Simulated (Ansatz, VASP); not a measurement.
One calculation of C, two programs

```
C
1.0
     0.00000    1.83038    1.78574
     1.83038    0.00000    1.78574
     1.83038    1.83038    0.00000
C
2
Direct
  0.50000 0.50000 0.50000
  0.75000 0.75000 0.75000
```

Change from the starting cell: strain +0.025 along x and y, +0.000 along z, atoms carried along.

Alike in both runs: task single point; functional PBE; k mesh 12 × 12 × 12; occupations gaussian, width 0.05 eV; no spin polarisation.

|  | VASP | Ansatz |
| --- | --- | --- |
| version | VASP 6.6.1 | Ansatz 0.2.0 |
| potentials or method | VASP PAW PBE potentials, release 64 (C) | scalar-relativistic, plane waves, PAW |
| plane-wave cutoff (eV) | 520 | 420 |
| valence electrons in the cell | 8 | 8 |

|  | VASP | Ansatz | Ansatz less VASP |
| --- | --- | --- | --- |
| gap on the k mesh at the Fermi level (eV) | 3.44 | 3.44 | +0.010 |
| least direct gap on the mesh (eV) | 5.02 | 5.02 | +0.006 |
| pressure (GPa) | -19.0 | -19.4 | -0.47 |
| largest component of the traceless stress (GPa) | 14.08 | 14.08 | +0.001 |

Caveats: so large a pressure means that the cell lies far from this level's equilibrium, or that cutoff or potentials fall short (VASP).
